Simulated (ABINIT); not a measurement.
Si2Mo:

```
CELL_PARAMETERS angstrom
-1.60000 1.60000 3.93050
1.60000 -1.60000 3.93050
1.60000 1.60000 -3.93050
ATOMIC_POSITIONS crystal
Mo 0.00000 0.00000 0.00000
Si 0.66700 0.66700 0.00000
Si 0.33300 0.33300 0.00000
```

Base run:

| Quantity | Value |
| --- | --- |
| Program | ABINIT 10.8.3 (patched build) |
| Functional | WC |
| Potentials or basis | JTH PAW PBE v2.0 |
| Cutoff | 408 eV |
| k mesh | 12 × 12 × 12 |
| Occupations | fermi-dirac, width 0.05 eV |
| Spin | no spin polarisation |

Its results: band gap on the k mesh none (metal or under the smearing width); pressure -1.4 GPa; largest force 0.319 eV/Å.

Problem. The run is repeated on the same cell with these changes: functional from WC to BLYP. What comes out?

Solution. Band gap on the k mesh none (metal or under the smearing width); pressure 11.8 GPa; largest force 0.317 eV/Å.

BLYP binds less tightly than WC, so the same cell stands under more pressure.

Caveats: the PAW data sets were made with another functional, which shifts forces and pressure a little.
